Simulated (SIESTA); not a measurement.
TiO2 under changes of volume

One of the cells (10.644 Å³/atom); the others are scaled copies at fixed shape and fractional positions:

```
CELL_PARAMETERS angstrom
4.63030 0.00000 0.00000
0.00000 4.63030 0.00000
0.00000 0.00000 2.97881
ATOMIC_POSITIONS crystal
Ti 0.00000 0.00000 0.50000
Ti 0.50000 0.50000 0.00000
O 0.30432 0.30432 0.50000
O 0.19568 0.80432 0.00000
O 0.80432 0.19568 0.00000
O 0.69568 0.69568 0.50000
```

The cell is a database's computed one.

* Program: SIESTA 5.4.2
* Functional: PBEsol
* Potentials or basis: PseudoDojo 0.4 standard (PBEsol files)
* Basis: DZP (energy shift 0.003 Ry; two zetas on semicore shells)
* Grid cutoff: 800 Ry
* Energy shift: 0.003 Ry
* k mesh: 6 × 6 × 9
* Occupations: fermi-dirac, width 0.05 eV
* Spin: no spin polarisation

```tsv
volume (Å³/atom)	energy over the lowest point (meV/atom)	pressure (GPa)	gap on the mesh (eV)	largest force (eV/Å)
9.809	?	?	?	?
10.018	12.36	11.3	1.81	0.207
10.227	1.40	5.6	1.77	0.096
10.644	0.00	-4.2	1.68	0.102
10.853	8.17	-8.3	1.63	0.193
11.062	21.48	-12.1	1.59	0.273
```

Problem. What does the run at 9.809 Å³/atom give?

Solution. Energy over the lowest point 31.14 meV/atom; pressure 17.6 GPa; gap on the mesh 1.86 eV; largest force 0.325 eV/Å.

Worked out: A Birch-Murnaghan fit of order 3 (a polynomial in V^(-2/3)) to the other rows has its minimum at 10.46 Å³/atom with B0 = V·E''(V) = 241 GPa and B' = 4.4 at fixed shape and positions, which overstates the stiffness. It gives 31.22 meV/atom at 9.809 Å³/atom, against the run's 31.14, and -dE/dV = 17.7 GPa, against 17.6. A straight line through the other rows of the gap, of slope -2.25 eV per unit of ln V (its deformation potential), extrapolates to 1.86 eV, against the run's 1.86.

Energies are extrapolated to zero smearing.

Caveats: an odd mesh through Γ misses points on the zone boundary, where band edges often lie; the basis of atomic orbitals isn't converged, which shifts pressures, moduli and gaps.
